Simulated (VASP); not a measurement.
Crystal: MgSe.

```xyz
2
Lattice="0.0000 2.7337 2.7337 2.7337 0.0000 2.7337 2.7337 2.7337 0.0000" Properties=species:S:1:pos:R:3 pbc="T T T"
Mg    0.0000    0.0000    0.0000
Se    2.7337    2.7337    2.7337
```

The cell comes from a database or a generator and needn't be the stable form of this composition.

Base run:

| Quantity | Value |
| --- | --- |
| Program | VASP 6.6.1 |
| Functional | PBE |
| Potentials or basis | VASP PAW PBE potentials, release 64 (Mg, Se) |
| Cutoff | 520 eV |
| k mesh | 10 × 10 × 10 |
| Occupations | fermi-dirac, width 0.01 eV |
| Spin | no spin polarisation |

Its results: band gap on the k mesh 1.79 eV, indirect (least direct gap 2.54 eV); pressure 1.3 GPa.

Q: The run is repeated on the same cell with these changes: functional from PBE to PBEsol; further incar settings from ALGO = Normal; EDIFF = 1e-08; NBANDS = 11 to ALGO = Fast; EDIFF = 1e-08; NBANDS = 11. What comes out?

A: Band gap on the k mesh 1.75 eV, indirect (least direct gap 2.44 eV); pressure -0.7 GPa.

Caveats: the PAW data sets were made with another functional, which shifts forces and pressure a little (some runs).

A k mesh can miss the band edges.
